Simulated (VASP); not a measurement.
# Cu (Fm-3m) in VASP: further runs

Aim: see how the results for Cu move with the level of theory and the settings. Levels: r2SCAN, PBE. Tasks: relaxation of cell and atoms.

Program: VASP 6.6.1. These are calculated values, not measurements. Logs are shortened: lines on timing, memory, paths and dates and some standing lists are left out, and cuts for length are marked.

**1. Starting point**

The structure is cubic, space group Fm-3m (No. 225). The conventional cell has a = 3.615 Å, b = 3.615 Å, c = 3.615 Å, α = 90.00°, β = 90.00°, γ = 90.00°. Cu (site symmetry m-3m) is surrounded by 12 Cu at 2.56 Å.

**2. Relaxation of cell and atoms, r2SCAN**

The input, INCAR:

```
  PREC = Accurate
  ENCUT = 600
  EDIFF = 1E-6
  ISMEAR = 1
  SIGMA = 0.1
  LREAL = F
  LASPH = T
  NELM = 80
  ALGO = Normal
  ISIF = 3
  LWAVE = F
  LCHARG = F
  METAGGA = R2SCAN
  LMIXTAU = T
  IBRION = 2
  NSW = 90
  EDIFFG = -0.01
  KPAR = 2
```

The input, KPOINTS:

```
regular mesh
0
Gamma
  18 18 18
```

The input, POSCAR:

```
Cu
1.0
    0.0000000000      1.8075000000      1.8075000000
    1.8075000000      0.0000000000      1.8075000000
    1.8075000000      1.8075000000      0.0000000000
Cu
1
Direct
    0.0000000000      0.0000000000      0.0000000000
```

Potentials or basis: VASP PAW PBE potentials, release 64 (Cu).

Run with:

```
cat potpaw_PBE.64/Cu/POTCAR > POTCAR
mpirun -np 2 vasp_std > vasp.out
```

OUTCAR:

```text
PREC = Accurate
   ENCUT = 600
   EDIFF = 1E-6
   ISMEAR = 1
   LREAL = F
   LASPH = T
   NELM = 80
   ISIF = 3
   METAGGA = R2SCAN
   IBRION = 2
   NSW = 90
   EDIFFG = -0.01

 ion  position               nearest neighbor table
   1  0.000  0.000  0.000-

  LATTYP: Found a face centered cubic cell.
 ALAT       =     3.6150000000

  Lattice vectors:

 A1 = (   0.0000000000,   1.8075000000,   1.8075000000)
 A2 = (   1.8075000000,   0.0000000000,   1.8075000000)
 A3 = (   1.8075000000,   1.8075000000,   0.0000000000)

Analysis of symmetry for initial positions (statically):
=====================================================================
 Subroutine PRICEL returns:
 Original cell was already a primitive cell.

 Routine SETGRP: Setting up the symmetry group for a
 face centered cubic supercell.

 Subroutine GETGRP returns: Found 48 space group operations
 (whereof 48 operations were pure point group operations)
 out of a pool of 48 trial point group operations.

The static configuration has the point symmetry O_h .

Analysis of symmetry for dynamics (positions and initial velocities):
=====================================================================
 Subroutine PRICEL returns:
 Original cell was already a primitive cell.

 Routine SETGRP: Setting up the symmetry group for a
 face centered cubic supercell.

 Subroutine GETGRP returns: Found 48 space group operations
 (whereof 48 operations were pure point group operations)
 out of a pool of 48 trial point group operations.

The dynamic configuration has the point symmetry O_h .

 Subroutine INISYM returns: Found 48 space group operations
 (whereof 48 operations are pure point group operations),
 and found     1 'primitive' translations

----------------------------------------------------------------------------------------

                                     Primitive cell

  volume of cell :      11.8104

  direct lattice vectors                    reciprocal lattice vectors
     0.000000000  1.807500000  1.807500000    -0.276625173  0.276625173  0.276625173
     1.807500000  0.000000000  1.807500000     0.276625173 -0.276625173  0.276625173
     1.807500000  1.807500000  0.000000000     0.276625173  0.276625173 -0.276625173

  length of vectors
     2.556191014  2.556191014  2.556191014     0.479128854  0.479128854  0.479128854

  position of ions in fractional coordinates (direct lattice)
     0.000000000  0.000000000  0.000000000

  ion indices of the primitive-cell ions
   primitive index   ion index
                 1           1

----------------------------------------------------------------------------------------

 KPOINTS: regular mesh

Automatic generation of k-mesh.
 Grid dimensions read from file:
 generate k-points for:   18   18   18

 Generating k-lattice:

  Cartesian coordinates                     Fractional coordinates (reciprocal lattice)
    -0.015368065  0.015368065  0.015368065     0.055555556  0.000000000  0.000000000
     0.015368065 -0.015368065  0.015368065     0.000000000  0.055555556  0.000000000
     0.015368065  0.015368065 -0.015368065     0.000000000  0.000000000  0.055555556

  Length of vectors
     0.026618270  0.026618270  0.026618270

  Shift w.r.t. Gamma in fractional coordinates (k-lattice)
     0.000000000  0.000000000  0.000000000

 Subroutine IBZKPT returns following result:
 ===========================================

 Found    195 irreducible k-points:

 Following reciprocal coordinates:
            Coordinates               Weight
  0.000000  0.000000  0.000000      1.000000
  0.055556  0.000000  0.000000      8.000000
  0.111111  0.000000  0.000000      8.000000
  0.166667  0.000000  0.000000      8.000000
  0.222222  0.000000  0.000000      8.000000
  0.277778  0.000000  0.000000      8.000000
[... 16 lines left out ...]
 -0.277778  0.055556  0.000000     24.000000
 -0.222222  0.055556  0.000000     24.000000
 [... further k-points ...]
   k-points           NKPTS =    195   k-points in BZ     NKDIM =    195   number of bands    NBANDS=      9
   number of dos      NEDOS =    301   number of ions     NIONS =      1
   total plane-waves  NPLWV =   8000
   dimension x,y,z NGX =    20 NGY =   20 NGZ =   20
   dimension x,y,z NGXF=    40 NGYF=   40 NGZF=   40
   ions per type =               1
   NGX,Y,Z   is equivalent  to a cutoff of  13.01, 13.01, 13.01 a.u.
   NGXF,Y,Z  is equivalent  to a cutoff of  26.01, 26.01, 26.01 a.u.
 SYSTEM =  unknown system
   PREC   = accura    normal or accurate (medium, high low for compatibility)
   ISTART =      0    job   : 0-new  1-cont  2-samecut
   ICHARG =      2    charge: 1-file 2-atom 10-const
   ISPIN  =      1    spin polarized calculation?
   LNONCOLLINEAR =      F non collinear calculations
   LSORBIT =      F    spin-orbit coupling
   LASPH  =      T    aspherical Exc in radial PAW
   ENCUT  =  600.0 eV  44.10 Ry    6.64 a.u.   5.11  5.11  5.11*2*pi/ulx,y,z
   NELM   =     80;   NELMIN=  2; NELMDL= -5     # of ELM steps
   EDIFF  = 0.1E-05   stopping-criterion for ELM
   LREAL  =      F    real-space projection
   EDIFFG = -.1E-01   stopping-criterion for IOM
   NSW    =     90    number of steps for IOM
   IBRION =      2    ionic relax: 0-MD 1-quasi-New 2-CG
   NFREE  =      1    steps in history (QN), initial steepest desc. (CG)
   ISIF   =      3    stress and relaxation
   ISYM   =      2    0-nonsym 1-usesym 2-fastsym
   POTIM  = 0.5000    time-step for ionic-motion
   TEBEG  =    0.0;   TEEND  =   0.0 temperature during run
   PSTRESS=    0.0 pullay stress
   NELECT =      11.0000    total number of electrons
   NUPDOWN=      -1.0000    fix difference up-down
   EMIN   =  10.00;   EMAX   =-10.00  energy-range for DOS
   EFERMI =   0.00;   METHOD = LEGACY
   ISMEAR =     1;   SIGMA  =   0.10  broadening in eV -4-tet -1-fermi 0-gaus
   EFERMI_NEDOS =   21; number of points for ismear=-14 and -15
   IALGO  =     38    algorithm
   IMIX   =      4    mixing-type and parameters
     AMIX     =   0.40;   BMIX     =  1.00
     AMIX_MAG =   1.60;   BMIX_MAG =  1.00
  volume/ion in A,a.u.               =      11.81        79.70
  Fermi-wavevector in a.u.,A,eV,Ry     =   1.598763  3.021224 34.777078  2.556043
  Thomas-Fermi vector in A             =   2.696162
   LORBIT       =      0    0 simple, 1 ext, 2 COOP (PROOUT), +10 PAW based schemes
   METAGGA = R2SCAN    functional components
   LHFCALC =     F    Hartree Fock is set to
   AEXX    =    0.0000 exact exchange contribution
   IVDW    =     0    specifies the selected vdW correction
   LEPSILON=     F    determine dielectric tensor
   LRPA    =     F    only Hartree local field effects (RPA)
 conjugate gradient relaxation of ions
 non-spin polarized calculation
 Methfessel and Paxton  Order N= 1 SIGMA  =   0.10
  energy-cutoff  :      600.00
  volume of cell :       11.81
 maximum number of plane-waves:       411
   NGX = 11   NGY = 11   NGZ = 11

--------------------------------------- Ionic step        1  -------------------------------------------

 number of electron      11.0000001 magnetization

 Free energy of the ion-electron system (eV)
  ---------------------------------------------------
  ext. energy  EPLUGINS =         0.00000000
  ---------------------------------------------------
  free energy    TOTEN  =       -10.82318558 eV

  energy without entropy =      -10.82311427  energy(sigma->0) =      -10.82316181

------------------------ aborting loop because EDIFF is reached ----------------------------------------

  FORCE on cell =-STRESS in cart. coord.  units (eV):
  Direction    XX          YY          ZZ          XY          YZ          ZX
  --------------------------------------------------------------------------------------
  -------------------------------------------------------------------------------------
  Total       -0.3027661     -0.3027661     -0.3027661     -0.0000000      0.0000000     -0.0000000
  in kB      -41.0726743    -41.0726743    -41.0726743     -0.0000000      0.0000000     -0.0000000
  external PRESSURE =     -41.0726743 kB  Pullay stress =       0.0000000 kB

 VOLUME and BASIS-vectors are now :
 -----------------------------------------------------------------------------
  energy-cutoff  :      600.00
  volume of cell :       11.81
      direct lattice vectors                 reciprocal lattice vectors
     0.000000000  1.807500000  1.807500000    -0.276625173  0.276625173  0.276625173
     1.807500000  0.000000000  1.807500000     0.276625173 -0.276625173  0.276625173
     1.807500000  1.807500000  0.000000000     0.276625173  0.276625173 -0.276625173
[... 36 lines left out ...]
 POSITION                                       TOTAL-FORCE (eV/Angst)
 -----------------------------------------------------------------------------------
      1.78110      1.78110      0.00000         0.000000     -0.000000     -0.000000
 -----------------------------------------------------------------------------------
    total drift:                               -0.000000     -0.000000     -0.000000

  FREE ENERGIE OF THE ION-ELECTRON SYSTEM (eV)
  ---------------------------------------------------
  free  energy   TOTEN  =       -10.8255471752 eV

  energy  without entropy=      -10.8254565234  energy(sigma->0) =      -10.82551696

--------------------------------------- Ionic step        3  -------------------------------------------

 number of electron      11.0000011 magnetization

 Free energy of the ion-electron system (eV)
  ---------------------------------------------------
  ext. energy  EPLUGINS =         0.00000000
  ---------------------------------------------------
  free energy    TOTEN  =       -10.82722225 eV

  energy without entropy =      -10.82712134  energy(sigma->0) =      -10.82718862

 E-fermi :   7.6925     XC(G=0): -13.9237

 val. band max:        7.6626677218   @ k =   0.5000   0.3333   0.1667
 cond. band min:       7.6954933921   @ k =   0.5000   0.1111   0.0000
 fundamental gap:      0.0328256704
 Fermi energy:         7.6925297113

 k-point     1 :       0.0000    0.0000    0.0000
  band No.  band energies     occupation
      1      -2.1486      2.00000
      2       4.5161      2.00000
      3       4.5162      2.00000
      4       4.5162      2.00000
      5       5.3674      2.00000
      6       5.3674      2.00000
      7      31.3357      0.00000
      8      34.5827      0.00000
      9      34.5830      0.00000

 k-point     2 :       0.0556    0.0000    0.0000
  band No.  band energies     occupation
      1      -2.0295      2.00000
      2       4.4901      2.00000
      3       4.5388      2.00000
      4       4.5389      2.00000
      5       5.3583      2.00000
      6       5.3583      2.00000
      7      30.7316      0.00000
      8      33.0337      0.00000
      9      34.1737      0.00000
[... 253 lines left out ...]
 k-point    24 :      -0.2222    0.0556    0.0000
  band No.  band energies     occupation
      1       0.0438      2.00000
      2       4.1968      2.00000
      3       4.6751      2.00000
      4       4.7165      2.00000
      5       5.3217      2.00000
      6       5.5807      2.00000
      7      21.5069      0.00000
      8      28.8718      0.00000
      9      32.6778      0.00000

 [... further k-points ...]

------------------------ aborting loop because EDIFF is reached ----------------------------------------

  FORCE on cell =-STRESS in cart. coord.  units (eV):
  Direction    XX          YY          ZZ          XY          YZ          ZX
  --------------------------------------------------------------------------------------
  -------------------------------------------------------------------------------------
  Total       -0.0066627     -0.0066627     -0.0066627     -0.0000000      0.0000000      0.0000000
  in kB       -0.9283992     -0.9283992     -0.9283992     -0.0000000      0.0000000      0.0000000
  external PRESSURE =      -0.9283992 kB  Pullay stress =       0.0000000 kB

 VOLUME and BASIS-vectors are now :
 -----------------------------------------------------------------------------
  energy-cutoff  :      600.00
  volume of cell :       11.50
      direct lattice vectors                 reciprocal lattice vectors
    -0.000000000  1.791428301  1.791428301    -0.279106900  0.279106900  0.279106900
     1.791428301  0.000000000  1.791428301     0.279106900 -0.279106900  0.279106900
     1.791428301  1.791428301  0.000000000     0.279106900  0.279106900 -0.279106900

 POSITION                                       TOTAL-FORCE (eV/Angst)
 -----------------------------------------------------------------------------------
      0.00000      0.00000      0.00000         0.000000      0.000000     -0.000000
 -----------------------------------------------------------------------------------
    total drift:                               -0.000000     -0.000000     -0.000000

  FREE ENERGIE OF THE ION-ELECTRON SYSTEM (eV)
  ---------------------------------------------------
  free  energy   TOTEN  =       -10.8272222537 eV

  energy  without entropy=      -10.8271213392  energy(sigma->0) =      -10.82718862

 reached required accuracy - stopping structural energy minimisation
```

Run time: 3 min. Hardware: 2 MPI ranks of AMD EPYC 7R43 (Zen 3), shared host; peak memory 0.11 GiB.

What came out:

```
Free energy                            : -10.8272 eV
Relaxed volume                         : 11.50 Å³/atom
Relaxed cell                           : a = 2.533 Å, b = 2.533 Å, c = 2.533 Å, α = 60.00°, β = 60.00°, γ = 60.00°
Space group after relaxing (to 0.05 Å) : Fm-3m (No. 225)
Energy gained by relaxing              : 4.0 meV/atom
Ionic steps                            : 3
Pressure after relaxing                : -0.1 GPa
Band gap on the k mesh                 : none (metal or under the smearing width)
```

The path:
```
step  energy change (eV)  largest force (eV/Å)  pressure (GPa)  volume (Å³)
   1              0.0000                0.0000           -4.11        11.81
   2             -0.0024                0.0000            2.80        11.30
   3             -0.0040                0.0000           -0.09        11.50
```

Final structure:
```xyz
1
Lattice="0.0000 1.7914 1.7914 1.7914 0.0000 1.7914 1.7914 1.7914 0.0000" Properties=species:S:1:pos:R:3 pbc="T T T"
Cu    0.0000    0.0000    0.0000
```

Levels at points of the mesh, in eV from the Fermi level:
```
           k point  band 4  band 5  band 6  band 7  band 8  band 9
(0.00, 0.00, 0.00)   -3.18   -2.33   -2.33   23.64   26.89   26.89
(0.50, 0.00, 0.00)   -1.71   -1.71   -1.09    4.15   22.14   23.61
(0.50, 0.50, 0.00)   -1.55   -1.55    1.61    7.67   14.02   14.02
```

Caveat: the PAW data sets were made with another functional, which shifts forces and pressure a little.

(Part 1 of 2 ends here.)
